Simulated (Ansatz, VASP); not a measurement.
**NbAs in VASP and in Ansatz**

```
CELL_PARAMETERS angstrom
4.18700 0.00000 0.00000
-2.09350 3.62605 0.00000
0.00000 0.00000 6.88893
ATOMIC_POSITIONS crystal
Nb 0.33333 0.66667 0.37313
Nb 0.66667 0.33333 0.87313
As 0.33333 0.66667 0.00000
As 0.66667 0.33333 0.50000
```

Alike in both runs: task single point; functional PBE; k mesh 6 × 6 × 4; occupations gaussian, width 0.1 eV; no spin polarisation.

```csv
,VASP,Ansatz
version,VASP 6.6.1,Ansatz 0.2.0
potentials or method,"VASP PAW PBE potentials, release 64 (Nb_sv, As)","scalar-relativistic, plane waves, PAW"
plane-wave cutoff (eV),520,420
valence electrons in the cell,36,56
```

Ansatz gave:

* gap on the k mesh at the Fermi level (eV): none
* pressure (GPa): -4.7
* largest component of the traceless stress (GPa): 0.10
* rms of the force components (eV/Å): 0.191

What did VASP give for the same quantities?

gap on the k mesh at the Fermi level (eV): none; pressure (GPa): -4.6; largest component of the traceless stress (GPa): 0.10; rms of the force components (eV/Å): 0.192.

Atom by atom the forces differ by 0.000 eV/Å (rms over components). A gap of «none» marks a metal or a gap that the smearing closes. The two sets of potentials don't hold the same shells in valence.
